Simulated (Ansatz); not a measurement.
The system is Ni.

```xyz
1
Lattice="0.0000 1.7376 1.7376 1.7376 0.0000 1.7376 1.7376 1.7376 0.0000" Properties=species:S:1:pos:R:3 pbc="T T T"
Ni    0.0000    0.0000    0.0000
```

Base run:

```yaml
Program: Ansatz 0.2.0
Functional: BLYP
Potentials_or_basis: Ansatz PAW
Cutoff: "420 eV (not typed: the program's choice for these potentials)"
k_mesh: 13 × 13 × 13
Occupations: fermi-dirac, width 0.05 eV
Spin: collinear spin, ferromagnetic start
Starting_moments: "[1.0] μB"
```

Its results: band gap on the k mesh none (metal or under the smearing width); pressure 18.2 GPa; net moment 0.62 μB per cell; site moments Ni +0.65 μB.

Problem. After a change of settings the same cell gave: band gap on the k mesh none (metal or under the smearing width); pressure 12.3 GPa; net moment 0.63 μB per cell; site moments Ni +0.67 μB. Which change was it?
A. functional from BLYP to HSE03; k mesh from 13 × 13 × 13 to 7 × 7 × 7
B. functional from BLYP to r2SCAN; cutoff from 420 eV (not typed: the program's choice for these potentials) to 500 eV (not typed: the program's choice for these potentials)
C. functional from BLYP to PBE; occupations from fermi-dirac, width 0.05 eV to gaussian, width 0.012 eV
D. functional from BLYP to revPBE

Solution. D.

Caveats: the PAW data sets come from PBE, with cores solved anew for the run's functional, which leaves a small shift of forces and pressure; so large a pressure means that the cell lies far from this level's equilibrium, or that cutoff or potentials fall short (some runs).
